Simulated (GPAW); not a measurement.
# Nb (Im-3m) in GPAW: equation of state

Aim: energy against volume of Nb in PBEsol, for its equilibrium volume and stiffness.

Everything below comes from runs of GPAW 26.7.0. Logs are shortened: lines on timing, memory, paths and dates and some standing lists are left out, and cuts for length are marked. The log counts tension as positive stress, the text compression.

**Experimental background.**

“Pressure effects on the electronic structure and superconductivity of (TaNb)0.67(HfZrTi)0.33 high entropy alloy”, 2019, arxiv:1910.08312 quotes, for a bulk crystal of Nb: bulk modulus 169 GPa.

The runs below are set against these values where they give the same quantity.

**1. The structure**

It takes space group Im-3m (No. 229, cubic). The conventional cell has a = 3.328 Å, b = 3.328 Å, c = 3.328 Å, α = 90.00°, β = 90.00°, γ = 90.00°. Around Nb (site symmetry m-3m) lie 8 Nb at 2.88 Å.

**2. Equation of state, PBEsol**

Input file run.py:

```python
from ase import Atoms
from ase.eos import EquationOfState
from ase.io import Trajectory
from ase.units import GPa
from gpaw import GPAW, PW, setup_paths

setup_paths.insert(0, '.')

atoms = Atoms(['Nb'],
              cell=[[-1.66395, 1.66395, 1.66395],
                    [1.66395, -1.66395, 1.66395],
                    [1.66395, 1.66395, -1.66395]],
              scaled_positions=[[0.0, 0.0, 0.0]],
              pbc=True)

traj = Trajectory('eos.traj', 'w')
volumes, energies = [], []
for x in [0.94, 0.96, 0.98, 1.0, 1.02, 1.04, 1.06]:
    a = atoms.copy()
    a.set_cell(atoms.cell * x**(1 / 3), scale_atoms=True)
    calc = GPAW(mode=PW(600),
                xc='PBEsol',
                kpts={'size': (11, 11, 11), 'gamma': True},
                occupations={'name': 'fermi-dirac', 'width': 0.05},
                nbands=15,
                convergence={'density': 1e-05, 'energy': 1e-05},
                maxiter=150,
                txt=f'eos-{x:.2f}.txt')
    a.calc = calc
    energies.append(a.get_potential_energy(force_consistent=True))
    volumes.append(a.get_volume())
    p = -a.get_stress()[:3].mean() / GPa
    calc.write(f'eos-{x:.2f}.gpw')
    traj.write(a)
    print(f'{x:.2f} {volumes[-1]:10.4f} A^3 {energies[-1]:14.6f} eV {p:9.3f} GPa', flush=True)

v0, e0, B = EquationOfState(volumes, energies, eos='birchmurnaghan').fit()
print(f'V0 = {v0:.4f} A^3, E0 = {e0:.6f} eV, B0 = {B / GPa:.2f} GPa')
```

Potentials or basis: PAW data sets generated in the run's folder for this functional, pw.

Run with:

```console
gpaw-setup -f PBEsol Nb
OMP_NUM_THREADS=1 python run.py
```

Log:

```text
__  _  _
 | _ |_)|_||  |
 |__||  | ||/\| - 26.7.0

Input parameters:
  mode=PW(ecut=600.0),
  convergence={'density': 1e-05, 'energy': 1e-05},
  kpts=MonkhorstPack(size=(11, 11, 11), gamma=True),
  maxiter=150,
  nbands=15,
  occupations=Occupations(name='fermi-dirac', width=0.05),
  xc=XC(name='PBEsol')

Diagonalizing LCAO Hamiltonian
Converting LCAO to pw mode

       Nb

Atoms  # Å, Bohr magnetons
|   | symbol |        x |        y |        z |    initial magnetic moments |
|---|--------|----------|----------|----------|-----------------------------|
| 0 |     Nb | 0.000000 | 0.000000 | 0.000000 | ( 0.0000,  0.0000,  0.0000) |

Unit cell  # Å
| periodic |         x |         y |         z |  lengths |     angles |
|----------|-----------|-----------|-----------|----------|------------|
|      yes | -1.629982 |  1.629982 |  1.629982 | 2.823212 | 109.471221 |
|      yes |  1.629982 | -1.629982 |  1.629982 | 2.823212 | 109.471221 |
|      yes |  1.629982 |  1.629982 | -1.629982 | 2.823212 | 109.471221 |

Number of symmetries: 48
Symmetry operations  # r_c * U_cc + t_c -> r_c
|    | kind |            matrix            |
|----|------|------------------------------|
|  0 |  σ   |  1, 1, 1,  0, 0,-1,  0,-1, 0 |
|  1 |  C4  |  1, 1, 1,  0, 0,-1, -1, 0, 0 |
|  2 |  C2  |  1, 1, 1,  0,-1, 0,  0, 0,-1 |
|  3 |  S6  |  1, 1, 1,  0,-1, 0, -1, 0, 0 |
|  4 |  S6  |  1, 1, 1, -1, 0, 0,  0, 0,-1 |
|  5 |  C4  |  1, 1, 1, -1, 0, 0,  0,-1, 0 |
|  6 |  E   |  1, 0, 0,  0, 1, 0,  0, 0, 1 |
|  7 |  σ   |  1, 0, 0,  0, 1, 0, -1,-1,-1 |
|  8 |  σ   |  1, 0, 0,  0, 0, 1,  0, 1, 0 |
|  9 |  C3  |  1, 0, 0,  0, 0, 1, -1,-1,-1 |
| 10 |  C3  |  1, 0, 0, -1,-1,-1,  0, 1, 0 |
| 11 |  σ   |  1, 0, 0, -1,-1,-1,  0, 0, 1 |
| 12 |  σ   |  0, 1, 0,  1, 0, 0,  0, 0, 1 |
| 13 |  C2  |  0, 1, 0,  1, 0, 0, -1,-1,-1 |
| 14 |  C3  |  0, 1, 0,  0, 0, 1,  1, 0, 0 |
| 15 |  S4  |  0, 1, 0,  0, 0, 1, -1,-1,-1 |
| 16 |  S4  |  0, 1, 0, -1,-1,-1,  1, 0, 0 |
| 17 |  C3  |  0, 1, 0, -1,-1,-1,  0, 0, 1 |
| 18 |  C3  |  0, 0, 1,  1, 0, 0,  0, 1, 0 |
| 19 |  S4  |  0, 0, 1,  1, 0, 0, -1,-1,-1 |
| 20 |  σ   |  0, 0, 1,  0, 1, 0,  1, 0, 0 |
| 21 |  C3  |  0, 0, 1,  0, 1, 0, -1,-1,-1 |
| 22 |  C2  |  0, 0, 1, -1,-1,-1,  1, 0, 0 |
| 23 |  S4  |  0, 0, 1, -1,-1,-1,  0, 1, 0 |
| 24 |  C4  |  0, 0,-1,  1, 1, 1,  0,-1, 0 |
| 25 |  σ   |  0, 0,-1,  1, 1, 1, -1, 0, 0 |
| 26 |  S6  |  0, 0,-1,  0,-1, 0,  1, 1, 1 |
| 27 |  C2  |  0, 0,-1,  0,-1, 0, -1, 0, 0 |
| 28 |  C4  |  0, 0,-1, -1, 0, 0,  1, 1, 1 |
| 29 |  S6  |  0, 0,-1, -1, 0, 0,  0,-1, 0 |
| 30 |  S6  |  0,-1, 0,  1, 1, 1,  0, 0,-1 |
| 31 |  C4  |  0,-1, 0,  1, 1, 1, -1, 0, 0 |
| 32 |  C4  |  0,-1, 0,  0, 0,-1,  1, 1, 1 |
| 33 |  S6  |  0,-1, 0,  0, 0,-1, -1, 0, 0 |
| 34 |  σ   |  0,-1, 0, -1, 0, 0,  1, 1, 1 |
| 35 |  C2  |  0,-1, 0, -1, 0, 0,  0, 0,-1 |
| 36 |  C2  | -1, 0, 0,  1, 1, 1,  0, 0,-1 |
| 37 |  S6  | -1, 0, 0,  1, 1, 1,  0,-1, 0 |
| 38 |  S6  | -1, 0, 0,  0, 0,-1,  1, 1, 1 |
| 39 |  C2  | -1, 0, 0,  0, 0,-1,  0,-1, 0 |
| 40 |  C2  | -1, 0, 0,  0,-1, 0,  1, 1, 1 |
| 41 |  i   | -1, 0, 0,  0,-1, 0,  0, 0,-1 |
| 42 |  S4  | -1,-1,-1,  1, 0, 0,  0, 1, 0 |
| 43 |  C3  | -1,-1,-1,  1, 0, 0,  0, 0, 1 |
| 44 |  C3  | -1,-1,-1,  0, 1, 0,  1, 0, 0 |
| 45 |  σ   | -1,-1,-1,  0, 1, 0,  0, 0, 1 |
| 46 |  S4  | -1,-1,-1,  0, 0, 1,  1, 0, 0 |
| 47 |  C2  | -1,-1,-1,  0, 0, 1,  0, 1, 0 |

BZ-sampling:
  Number of BZ points: 1331
  Number of IBZ points: 56

  Monkhorst-Pack size: [11, 11, 11]
  Monkhorst-Pack shift: [0, 0, 0]

K-points  # in reciprocal-cell coordinates
|     |                                coordinates |     weight |
|-----|--------------------------------------------|------------|
|   0 | (  0.00000000,   0.00000000,   0.00000000) | 0.00075131 |
|   1 | (  0.09090909,   0.00000000,   0.00000000) | 0.00901578 |
|   2 | (  0.09090909,   0.09090909,  -0.09090909) | 0.00450789 |
|   3 | (  0.18181818,   0.00000000,  -0.09090909) | 0.01803156 |
|   4 | (  0.18181818,   0.00000000,   0.00000000) | 0.00901578 |
|   5 | (  0.18181818,   0.09090909,  -0.09090909) | 0.01803156 |
|   6 | (  0.18181818,   0.18181818,  -0.18181818) | 0.00450789 |
|   7 | (  0.27272727,  -0.09090909,  -0.09090909) | 0.00601052 |
|   8 | (  0.27272727,   0.00000000,  -0.09090909) | 0.03606311 |
|   9 | (  0.27272727,   0.00000000,   0.00000000) | 0.00901578 |
| ... |                                            |            |
|  55 | (  0.45454545,   0.45454545,   0.45454545) | 0.00601052 |

Plane wave coefficients: 603
Cutoff: 600.0 eV

Spin-components: 1 (collinear spins)
Bands:           15
Projectors:      6
Spin-degeneracy: 2
Datatype:        complex128

Parallelization:
  kpt:    1
  domain: 1
  band:   1

Density:
  Valence electrons: 13.0
  Components: 1
  Grid points: [16 16 16]
  Charge: 0.0  # |e|

Potential:
  Grid points: [16 16 16]

species:
  Nb:
    name:    Niobium
    Z:       41.0
    valence: 13
    core:    28
    charge:  0.0  # [|e|]
    compensation charges:
      type: gauss
      rc: 0.40  # [Å]
      lmax: 2
    cutoffs:
      filter: 2.35  # [Å]
      core: 1.51  # [Å]
    projectors
    | kind |    occ | energy [eV] | rcut [Å] |
    |------|--------|-------------|----------|
    |   4s |  2.000 |     -58.318 |    1.323 |
    |   5s |  1.000 |      -4.011 |    1.323 |
    |   4p |  6.000 |     -34.497 |    1.323 |
    |   5p |  0.000 |      -1.086 |    1.323 |
    |   4d |  4.000 |      -3.056 |    1.244 |
    |    d |        |      24.155 |    1.244 |

    Using partial waves for Nb as LCAO basis

Reference energy: -103848.611998  # eV

eigensolver:
  PPCG
  Converge bands: occupied
  niter=2

density mixing:
  MSR1-Mixer
  Pratt-step length: 0.05
  Maximum mixing coefficient: 0.75
  Old densities: 10
  SVD Regularization: 0.005
  Good broyden scale: 1.0
  Trust region scale: 1.0
  Backstep threshold: 4.0
  History deletion threshold: 6.0
  Fourier metric: weight=20.0, sigma=0.015

occupation numbers:
  Fermi-Dirac:
    width: 0.0500  # eV

poisson solver:
  ecut: 4800.0  # eV

xc functional:
  name: PBEsol with 2 nearest neighbor stencil

convergence criteria:
- Maximum integral of absolute [dens]ity change: 1e-05 electrons / valence electron
- Maximum [total energy] change in last 3 cyles: 1e-05 eV / valence electron
- Maximum integral of absolute [eigenst]ate change: 4e-08 eV^2 / valence electron
maximum number of iterations: 150

SCF iterations
|iter     | |      energy | eigst |  dens |
|---------|-|-------------|-------|-------|
|iter:   1| |  -11.700280 | +0.04 |       |
|iter:   2| |  -11.594181 | -2.66 | -1.03 |
|iter:   3| |  -11.075035 | -1.57 | -1.06 |
|iter:   4| |  -11.072880 | -3.25 | -1.84 |
|iter:   5| |  -11.073033 | -4.37 | -2.19 |
|iter:   6| |  -11.073033 | -6.45 | -3.56 |
|iter:   7| |  -11.073034c| -7.75c| -4.04 |
|iter:   8| |  -11.073034c| -8.52c| -5.11c|

Converged in 8 steps
Energy contributions relative to reference atoms: (reference = -103848.611998)

Energy contributions:
  Kinetic:           0.031158
  Coulomb:          -4.002557
  Zero:             -0.058767
  External:          0.000000
  Xc:               -7.035018
  Entropy:          -0.015700
  Spinorbit:         0.000000
  ----------------------------
  Free energy:     -11.080884
  Extrapolated:    -11.073034

dipole moment: (-5.975071, -5.975071, -5.975071)  # |e|*Ang

Fermi level: 11.729
Eigenvalues  # (at kpt = [0.000, 0.000, 0.000])
| band index |      eig [eV] | occ [0-2] |
|------------|---------------|-----------|
|          0 |       -42.460 |     2.000 |
|          1 |       -17.739 |     2.000 |
|          2 |       -17.739 |     2.000 |
|          3 |       -17.739 |     2.000 |
|          4 |         5.783 |     2.000 |
|          5 |        12.125 |     0.001 |
|          6 |        12.125 |     0.001 |
|          7 |        12.125 |     0.001 |
|          8 |        15.146 |     0.000 |
|          9 |        15.146 |     0.000 |
|         10 |        26.320 |     0.000 |
|         11 |        26.320 |     0.000 |
|         12 |        26.320 |     0.000 |
|        ... |               |           |
|         14 |        37.328 |     0.000 |

No gap
No difference between direct/indirect transitions

Stress tensor  # eV/Ang^3
|         x |         y |         z |
|-----------|-----------|-----------|
| -0.012654 |  0.000000 | -0.000000 |
|  0.000000 | -0.012654 |  0.000000 |
| -0.000000 |  0.000000 | -0.012654 |

# Writing to eos-0.94.gpw (mode='')
```

It took 66 s on 1 thread of Arm Neoverse V2, shared host; peak memory 0.19 GiB.

Results:

* Equilibrium volume: 17.52 Å³/atom
* Bulk modulus: 181 GPa
* Pressure derivative of the bulk modulus: 3.3

Energy against volume, from the lowest point:
| volume (Å³/atom) | energy (meV/atom) |
| --- | --- |
| 17.322 | 0.40 |
| 17.691 | 0.00 |
| 18.060 | 7.97 |
| 18.428 | 23.66 |
| 18.797 | 46.39 |
| 19.165 | 75.53 |
| 19.534 | 110.49 |

**3. How close it comes**

Step 2. A measured bulk modulus of Nb is 169 GPa (quoted in “Pressure effects on the electronic structure and superconductivity of (TaNb)0.67(HfZrTi)0.33 high entropy alloy”, 2019, arxiv:1910.08312); the calculated 181 GPa misses it by +7.3 %. The fit is for a static lattice scaled at fixed shape and fixed fractional positions.
